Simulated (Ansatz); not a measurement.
# As in Ansatz: the effect of functional

As:

```
As
1.0
     1.81275   -5.46309    0.00000
     1.81275    5.46309    0.00000
     0.00000    0.00000    4.44000
As
4
Direct
  0.39000 0.61000 0.56000
  0.89000 0.11000 0.94000
  0.61000 0.39000 0.44000
  0.11000 0.89000 0.06000
```

This isn't the form of As at room conditions, which is rhombohedral.

The cell isn't the ideal one: volume scaled by 0.98.

Alike in all runs:

* Program: Ansatz 0.2.0
* Task: single point
* Potentials or basis: Ansatz PAW
* k mesh: 8 × 8 × 6
* Occupations: fermi-dirac, width 0.05 eV
* Spin: no spin polarisation

```tsv
functional	cutoff	gap on the mesh (eV)	pressure (GPa)	largest force (eV/Å)
LDA	420 eV (not typed: the program's choice for these potentials)	?	?	?
PBEsol	420 eV (not typed: the program's choice for these potentials)	none	1.2	0.18
r2SCAN	500 eV (not typed: the program's choice for these potentials)	0.20	3.0	0.26
```

Problem. What does the run with functional LDA give?

Solution. gap on the mesh none; pressure -0.5 GPa; largest force 0.13 eV/Å.

Caveats: the PAW data sets come from PBE, with cores solved anew for the run's functional, which leaves a small shift of forces and pressure.

A k mesh can miss the band edges.

A gap of «none» marks a metal or a gap under the smearing width.

Runs at the PBE level aren't shown here.
